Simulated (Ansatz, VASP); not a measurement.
**Two plane-wave programs on LiCl**

Contents of POSCAR:

```
LiCl
1.0
    0.0000000000      2.6327181023      2.5049970087
    2.6327181023      0.0000000000      2.5049970087
    2.6327181023      2.6327181023      0.0000000000
Li Cl
1 1
Direct
    0.0000000000      0.0000000000      0.0000000000
    0.5000000000      0.5000000000      0.5000000000
```

Contents of INCAR.step1:

```
ALGO = Normal
EDIFF = 1E-4
ENCUT = 520
GGA = PE
ISMEAR = 0
LASPH = T
LCHARG = F
LREAL = F
LWAVE = T
NBANDS = 12
NELM = 60
PREC = Accurate
SIGMA = 0.01
```

File INCAR.step2:

```
ALGO = Normal
EDIFF = 1E-7
ENCUT = 520
ISIF = 2
ISMEAR = 0
ISTART = 1
LASPH = T
LCHARG = F
LMIXTAU = T
LREAL = F
LWAVE = F
METAGGA = R2SCAN
NBANDS = 12
NELM = 60
PREC = Accurate
SIGMA = 0.01
```

The input KPOINTS:

```
k-points
0
Gamma
  8 8 8
```

Input for Ansatz:

```yaml
crystal:
  lattice:
    - [0.0, 2.6327181023, 2.5049970087]
    - [2.6327181023, 0.0, 2.5049970087]
    - [2.6327181023, 2.6327181023, 0.0]
  atoms:
    - { symbol: Li, position: [0.0, 0.0, 0.0] }
    - { symbol: Cl, position: [0.5, 0.5, 0.5] }
kpoints:
  mp_grid: { grid: [8, 8, 8] }
  band_path:
    path:
      - [0.0, 0.0, 0.0]
      - [0.5, 0.0, 0.5]
      - [0.625, 0.25, 0.625]
      - [0.375, 0.375, 0.75]
      - [0.5, 0.5, 0.5]
      - [0.5, 0.25, 0.75]
    npoints: 1
hamiltonian:
  xc: r2scan
scf:
  occupations: { method: fixed }
  n_extra_bands: 4
output:
  forces: true
  stress: true
  eigenvalues: true
```

Change from the starting cell: epitaxial_xy strain +3.0%.

Alike in both runs: task single point; functional r2SCAN; k mesh 8 × 8 × 8; no spin polarisation.

|  | VASP | Ansatz |
| --- | --- | --- |
| version | VASP 6.6.1 | Ansatz 0.2.0 |
| potentials or method | VASP PAW PBE potentials, release 64 (Li_sv, Cl) | plane waves, PAW |
| plane-wave cutoff (eV) | 520 | 500 |
| occupations | gaussian, width 0.01 eV | fixed |
| valence electrons in the cell | 10 | 10 |

|  | VASP | Ansatz | Ansatz less VASP |
| --- | --- | --- | --- |
| gap on the k mesh at the Fermi level (eV) | 7.07 | 7.01 | -0.064 |

 A k mesh can miss the band edges.
